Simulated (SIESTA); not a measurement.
Here is a SIESTA 5.4.2 calculation.

The input Cu.fdf:

```
SystemName                      Copper
SystemLabel                     Cu
NumberOfSpecies                 1
NumberOfAtoms                   1
%block ChemicalSpeciesLabel
  1  29 Cu
%endblock ChemicalSpeciesLabel

LatticeConstant                 1.0 Ang
%block LatticeVectors
     0.0000000000     1.8075000000     1.8075000000
     1.8075000000     0.0000000000     1.8075000000
     1.8075000000     1.8075000000     0.0000000000
%endblock LatticeVectors
AtomicCoordinatesFormat         Fractional
%block AtomicCoordinatesAndAtomicSpecies
     0.0000000000     0.0000000000     0.0000000000  1  Cu
%endblock AtomicCoordinatesAndAtomicSpecies

%block kgrid.MonkhorstPack
   13   0   0  0.0
    0  13   0  0.0
    0   0  13  0.0
%endblock kgrid.MonkhorstPack
XC.Functional                   GGA
XC.Authors                      PBE
PAO.BasisSize                   DZP
PAO.EnergyShift                 0.003 Ry
Mesh.Cutoff                     800 Ry
OccupationFunction              FD
ElectronicTemperature           0.05 eV
MaxSCFIterations                120
SCF.MustConverge                false
SCF.Mixer.Method                Pulay
SCF.Mixer.Weight                0.25
SCF.Mixer.History               8
SCF.DM.Tolerance                5.0e-05
SCF.H.Tolerance                 1.0e-03 eV
WriteForces                     true
Charge.Mulliken                 end
BandLinesScale                  ReciprocalLatticeVectors
%block BandLines
    1    0.000000   0.000000   0.000000  \Gamma
   12    0.500000   0.000000   0.500000  X
    6    0.500000   0.250000   0.750000  W
    4    0.375000   0.375000   0.750000  K
   13    0.000000   0.000000   0.000000  \Gamma
   11    0.500000   0.500000   0.500000  L
    8    0.625000   0.250000   0.625000  U
    4    0.500000   0.250000   0.750000  W
    9    0.500000   0.500000   0.500000  L
    8    0.375000   0.375000   0.750000  K
    1    0.625000   0.250000   0.625000  U
    4    0.500000   0.000000   0.500000  X
%endblock BandLines
%block PAO.Basis
  Cu 5
  n=3 0 2
    2.369 0.000
  n=4 0 2
    7.268 0.000
  n=3 1 2
    2.657 0.000
  n=4 1 1
    7.268
  n=3 2 2
    4.927 0.000
%endblock PAO.Basis
```

Potentials or basis: PseudoDojo 0.4 standard (PBE files), DZP (energy shift 0.003 Ry; two zetas on semicore shells).

Run with:

```bash
$ siesta Cu.fdf > Cu.out 2>&1
```

(1) Estimate the band gap on the k mesh.

(2) What does it give for the pressure?

Results:

(1) none (metal or under the smearing width).

(2) 1.1 GPa.

Caveat: short orbitals over semicore shells can move pressures by several GPa; the basis of atomic orbitals isn't converged, which shifts pressures, moduli and gaps.
